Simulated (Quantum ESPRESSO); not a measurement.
CuO:

```
Cu O
1.0
     2.55255    0.00000    0.00000
     0.00000    2.55255    0.00000
     0.00000    0.00000    2.55255
Cu O
1 1
Direct
  0.00000 0.00000 0.00000
  0.50000 0.50000 0.50000
```

Measurements of this composition are mostly on another form, of space group No. 15.

Base run:

- Program: Quantum ESPRESSO 7.5
- Functional: PBEsol
- Potentials or basis: SSSP 1.3 efficiency PBE
- Cutoff: 748 eV
- Density cutoff: 5987 eV
- k mesh: 10 × 10 × 10
- Occupations: fermi-dirac, width 0.05 eV
- Spin: no spin polarisation
- Hubbard terms: Cu d U = 6 eV

Its results: band gap on the k mesh none (metal or under the smearing width); pressure 15.2 GPa.

Q: The run is repeated on the same cell with these changes: hubbard terms from Cu d U = 6 eV to Cu d U = 8 eV. What comes out?

A: Band gap on the k mesh none (metal or under the smearing width); pressure 17.8 GPa.

Caveats: the potentials were made for another functional, which shifts forces and pressure; an odd number of electrons without spin polarisation forces a metal; a magnetic or distorted state may lie lower; the run has no spin polarisation, though such a crystal can be magnetic; U without spin polarisation on a metal has little footing.

Not every run made on this cell is shown here.
